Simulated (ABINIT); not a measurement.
# Na (P6_3/mmc) in ABINIT: single point with LDA

Aim: the single point of Na with LDA.

Program: ABINIT 10.8.3 (patched build). These are calculated values, not measurements. Logs are shortened: lines on timing, memory, paths and dates and some standing lists are left out, and cuts for length are marked. The log counts tension as positive stress, the text compression.

## 1. The crystal as given

It takes space group P6_3/mmc (No. 194, hexagonal). Conventional cell: a = 3.767 Å, b = 3.767 Å, c = 6.154 Å, α = 90.00°, β = 90.00°, γ = 120.00°. Na (site symmetry -6m2) is surrounded by 12 Na at 3.77 Å.

This isn't the form of Na at room conditions, which is bcc.

## 2. Single point, LDA

run.abi

```
pp_dirpath "./"
pseudos "Na.upf"

acell 7.1185983115 7.1185983115 11.6293745709
rprim
     1.0000000000     0.0000000000     0.0000000000
    -0.5000000000     0.8660254038     0.0000000000
     0.0000000000     0.0000000000     1.0000000000
ntypat 1
znucl 11
natom 2
typat 1 1
xcart
     3.5592991561     2.0549623255     8.7220309282
    -0.0000000004     4.1099246516     2.9073436427

ecut 40.0

kptopt 1
ngkpt 6 6 4
nshiftk 1
shiftk 0.0 0.0 0.0

ixc 7

nband 13
occopt 3
tsmear 0.00183747

nstep 100
tolvrs 1.0e-10

iomode 3
prtwf 0
prtden 0
prteig 0
prtebands 0
```

Potentials or basis: PseudoDojo NC SR LDA v0.4.1 standard.

Started as:

```
> mpirun --bind-to none -np 4 abinit run.abi > log 2>&1
```

run.abo:

```text
.Version 10.8.3 of ABINIT
 Symmetries : space group P6_3/m m c (#194); Bravais hP (primitive hexag.)
================================================================================
 Values of the parameters that define the memory need of the present run
     intxc =       0    ionmov =       0      iscf =       7    lmnmax =       4
     lnmax =       4     mgfft =      72  mpssoang =       2    mqgrid =    3311
     natom =       2  nloc_mem =       1    nspden =       1   nspinor =       1
    nsppol =       1      nsym =      24    n1xccc =       0    ntypat =       1
    occopt =       3   xclevel =       1
       mpw =        6192          nfft =      145800          nkpt =          21
================================================================================
================================================================================

--------------------------------------------------------------------------------
------------- Echo of variables that govern the present computation ------------
--------------------------------------------------------------------------------
 -outvars: echo values of preprocessed input variables --------
            acell      7.1185983115E+00  7.1185983115E+00  1.1629374571E+01 Bohr
              amu      2.29897680E+01
             ecut      4.00000000E+01 Hartree
              ixc           7
         kptrlatt        6    0    0      0    6    0      0    0    4
          kptrlen      4.27115899E+01
            natom           2
            nband          13
            ngfft          45      45      72
             nkpt          21
            nstep         100
             nsym          24
           ntypat           1
           occopt           3
           prtden           0
        prtebands           0
           prteig           0
            prtwf           0
            rprim      1.0000000000E+00  0.0000000000E+00  0.0000000000E+00
                      -5.0000000000E-01  8.6602540380E-01  0.0000000000E+00
                       0.0000000000E+00  0.0000000000E+00  1.0000000000E+00
          spgroup         194
           tolvrs      1.00000000E-10
           tsmear      1.83747000E-03 Hartree
            typat      1  1
           xangst      1.8834999987E+00  1.0874392313E+00  4.6154999969E+00
                      -1.3230022816E-11  2.1748784626E+00  1.5384999990E+00
            xcart      3.5592991557E+00  2.0549623257E+00  8.7220309282E+00
                      -2.5001119763E-11  4.1099246514E+00  2.9073436427E+00
             xred      6.6666666666E-01  3.3333333332E-01  7.5000000000E-01
                       3.3333333333E-01  6.6666666666E-01  2.5000000000E-01
            znucl       11.00000

================================================================================

 chkinp: Checking input parameters for consistency.

================================================================================
== DATASET  1 ==================================================================

--- !DatasetInfo
iteration_state: {dtset: 1, }
dimensions: {natom: 2, nkpt: 21, mband: 13, nsppol: 1, nspinor: 1, nspden: 1, mpw: 6192, }
cutoff_energies: {ecut:  40.0, pawecutdg:  -1.0, }
electrons: {nelect:   1.80000000E+01, charge:   0.00000000E+00, occopt:   3.00000000E+00, tsmear:   1.83747000E-03, }
meta: {optdriver: 0, ionmov: 0, optcell: 0, iscf: 7, paral_kgb: 0, }
...

 Exchange-correlation functional for the present dataset will be:
  LDA: Perdew-Wang 92 LSD fit to Ceperley-Alder data - ixc=7
  J.P.Perdew and Y.Wang, PRB 45, 13244 (1992)

 Real(R)+Recip(G) space primitive vectors, cartesian coordinates (Bohr,Bohr^-1):
 R(1)=  7.1185983  0.0000000  0.0000000  G(1)=  0.1404771  0.0811045  0.0000000
 R(2)= -3.5592992  6.1648870  0.0000000  G(2)=  0.0000000  0.1622090  0.0000000
 R(3)=  0.0000000  0.0000000 11.6293746  G(3)=  0.0000000  0.0000000  0.0859891
 Unit cell volume ucvol=  5.1035922E+02 bohr^3
 Angles (23,13,12)=  9.00000000E+01  9.00000000E+01  1.20000000E+02 degrees

 getcut: wavevector=  0.0000  0.0000  0.0000  ngfft=  45  45  72
         ecut(hartree)=     40.000   => boxcut(ratio)=   2.17102

--- Pseudopotential description ------------------------------------------------
- pspini: atom type   1  psp file is ./Na.upf
12 -1012 1 -1 1968                            pspcod,pspxc,lmax,lloc,mmax
     nproj     2     2

   3.37451516E+02                                ecore*ucvol(ha*bohr**3)
--------------------------------------------------------------------------------

================================================================================

--- !BeginCycle
iteration_state: {dtset: 1, }
solver: {iscf: 7, nstep: 100, nline: 4, wfoptalg: 0, }
tolerances: {tolvrs: 1.00E-10, }
...

     iter   Etot(hartree)      deltaE(h)  residm     vres2
 ETOT  1  -91.096007229568    -9.110E+01 7.664E-01 1.035E+00
 ETOT  2  -91.226408467730    -1.304E-01 2.200E-03 5.180E+00
 ETOT  3  -91.227575981066    -1.168E-03 1.797E-03 1.479E+00
 ETOT  4  -91.228022476360    -4.465E-04 1.569E-04 5.208E-04
 ETOT  5  -91.228022553473    -7.711E-08 1.333E-04 1.044E-05
 ETOT  6  -91.228022553998    -5.245E-10 7.886E-06 2.527E-06
 ETOT  7  -91.228022554611    -6.139E-10 2.249E-05 4.681E-08
 ETOT  8  -91.228022554614    -2.700E-12 1.603E-06 7.055E-09
 ETOT  9  -91.228022554617    -2.700E-12 4.092E-06 1.714E-11

 At SCF step    9       vres2   =  1.71E-11 < tolvrs=  1.00E-10 =>converged.

 Cartesian components of stress tensor (hartree/bohr^3)
  sigma(1 1)=  2.49345539E-05  sigma(3 2)=  0.00000000E+00
  sigma(2 2)=  2.49345538E-05  sigma(3 1)=  0.00000000E+00
  sigma(3 3)=  5.08278408E-05  sigma(2 1)=  0.00000000E+00

--- !ResultsGS
iteration_state: {dtset: 1, }
comment   : Summary of ground state results
lattice_vectors:
- [  7.1185983,   0.0000000,   0.0000000, ]
- [ -3.5592992,   6.1648870,   0.0000000, ]
- [  0.0000000,   0.0000000,  11.6293746, ]
lattice_lengths: [   7.11860,    7.11860,   11.62937, ]
lattice_angles: [ 90.000,  90.000, 120.000, ] # degrees, (23, 13, 12)
lattice_volume:   5.1035922E+02
convergence: {deltae: -2.700E-12, res2:  1.714E-11, residm:  4.092E-06, diffor: null, }
etotal    :  -9.12280226E+01
entropy   :   0.00000000E+00
fermie    :   1.28861125E-02
cartesian_stress_tensor: # hartree/bohr^3
- [  2.49345539E-05,   0.00000000E+00,   0.00000000E+00, ]
- [  0.00000000E+00,   2.49345538E-05,   0.00000000E+00, ]
- [  0.00000000E+00,   0.00000000E+00,   5.08278408E-05, ]
pressure_GPa:  -9.8754E-01
xred      :
- [  6.6667E-01,   3.3333E-01,   7.5000E-01, Na]
- [  3.3333E-01,   6.6667E-01,   2.5000E-01, Na]
cartesian_forces: # hartree/bohr
- [  2.36409359E-29,  -2.72982014E-30,  -0.00000000E+00, ]
- [ -2.36409359E-29,   2.72982014E-30,  -0.00000000E+00, ]
force_length_stats: {min:   2.37980203E-29, max:   2.37980203E-29, mean:   2.37980203E-29, }
...

 Integrated electronic density in atomic spheres:
 ------------------------------------------------
 Atom  Sphere_radius  Integrated_density
    1        2.00000          7.94373329
    2        2.00000          7.94373329
================================================================================

 ----iterations are completed or convergence reached----

 Mean square residual over all n,k,spin=   15.762E-09; max=  40.916E-07
 reduced coordinates (array xred) for    2 atoms
       0.666666666659      0.333333333325      0.750000000000
       0.333333333325      0.666666666658      0.250000000000
 rms dE/dt=  1.1659E-28; max dE/dt=  2.0195E-28; dE/dt below (all hartree)
    1      -0.000000000000      0.000000000000      0.000000000000
    2       0.000000000000     -0.000000000000      0.000000000000

 cartesian coordinates (angstrom) at end:
    1      1.88349999871817     1.08743923127752     4.61549999685014
    2     -0.00000000001323     2.17487846258329     1.53849999895005

 cartesian forces (hartree/bohr) at end:
    1      0.00000000000000    -0.00000000000000    -0.00000000000000
    2     -0.00000000000000     0.00000000000000    -0.00000000000000
 frms,max,avg= 1.3739793E-29 2.3640936E-29   0.000E+00  0.000E+00  0.000E+00 h/b

 cartesian forces (eV/Angstrom) at end:
    1      0.00000000000000    -0.00000000000000    -0.00000000000000
    2     -0.00000000000000     0.00000000000000    -0.00000000000000
 frms,max,avg= 7.0652858E-28 1.2156658E-27   0.000E+00  0.000E+00  0.000E+00 e/A
 length scales=  7.118598311500  7.118598311500 11.629374570900 bohr
              =  3.766999997463  3.766999997463  6.153999995800 angstroms
 Fermi (or HOMO) energy (hartree) =   0.01289   Average Vxc (hartree)=  -0.24334
 Eigenvalues (hartree) for nkpt=  21  k points:
 kpt#   1, nband= 13, wtk=  0.00694, kpt=  0.0000  0.0000  0.0000 (reduced coord)
  -1.91331   -1.91324   -0.90356   -0.90248   -0.90248   -0.90234   -0.90231   -0.90231
  -0.10331    0.03695    0.04857    0.37838    0.37838
      occupation numbers for kpt#   1
   2.00000    2.00000    2.00000    2.00000    2.00000    2.00000    2.00000    2.00000
   2.00000    0.00000    0.00000    0.00000    0.00000
 prteigrs : prtvol=0 or 1, do not print more k-points.

--- !EnergyTerms
iteration_state     : {dtset: 1, }
comment             : Components of total free energy in Hartree
kinetic             :  5.53822460818859E+01
hartree             :  4.06338177187409E+01
xc                  : -1.32868373494712E+01
Ewald energy        : -3.68829376261369E+01
psp_core            :  6.61203917656922E-01
local_psp           : -1.08064797572529E+02
non_local_psp       : -2.96705912693828E+01
internal            : -9.12278960992359E+01
'-kT*entropy'       : -1.26455381005834E-04
total_energy        : -9.12280225546169E+01
total_energy_eV     : -2.48244095819075E+03
band_energy         : -1.85495466094960E+01
...

 Cartesian components of stress tensor (hartree/bohr^3)
  sigma(1 1)=  2.49345539E-05  sigma(3 2)=  0.00000000E+00
  sigma(2 2)=  2.49345538E-05  sigma(3 1)=  0.00000000E+00
  sigma(3 3)=  5.08278408E-05  sigma(2 1)=  0.00000000E+00

-Cartesian components of stress tensor (GPa)         [Pressure= -9.8754E-01 GPa]
- sigma(1 1)=  7.33599903E-01  sigma(3 2)=  0.00000000E+00
- sigma(2 2)=  7.33599901E-01  sigma(3 1)=  0.00000000E+00
- sigma(3 3)=  1.49540671E+00  sigma(2 1)=  0.00000000E+00

== END DATASET(S) ==============================================================
================================================================================

 -outvars: echo values of variables after computation  --------
            acell      7.1185983115E+00  7.1185983115E+00  1.1629374571E+01 Bohr
           etotal     -9.1228022555E+01
            fcart      2.3640935909E-29 -2.7298201422E-30 -0.0000000000E+00
                      -2.3640935909E-29  2.7298201422E-30 -0.0000000000E+00
            rprim      1.0000000000E+00  0.0000000000E+00  0.0000000000E+00
                      -5.0000000000E-01  8.6602540380E-01  0.0000000000E+00
                       0.0000000000E+00  0.0000000000E+00  1.0000000000E+00
           strten      2.4934553879E-05  2.4934553831E-05  5.0827840842E-05
                       0.0000000000E+00  0.0000000000E+00  0.0000000000E+00
           xangst      1.8834999987E+00  1.0874392313E+00  4.6154999969E+00
                      -1.3230022816E-11  2.1748784626E+00  1.5384999990E+00
             xred      6.6666666666E-01  3.3333333332E-01  7.5000000000E-01
                       3.3333333333E-01  6.6666666666E-01  2.5000000000E-01
 Calculation completed.
```

Run time: 13 s. Hardware: 4 MPI ranks of Arm Neoverse V2, shared host; peak memory 0.36 GiB.

What came out:

```yaml
Free_energy: -2482.4410 eV
Pressure: -1.0 GPa
Band_gap_on_the_k_mesh: none (metal or under the smearing width)
Valence_electrons_inside_the_program's_atomic_spheres: Na 7.94 (radii [1.0584] Å)
```
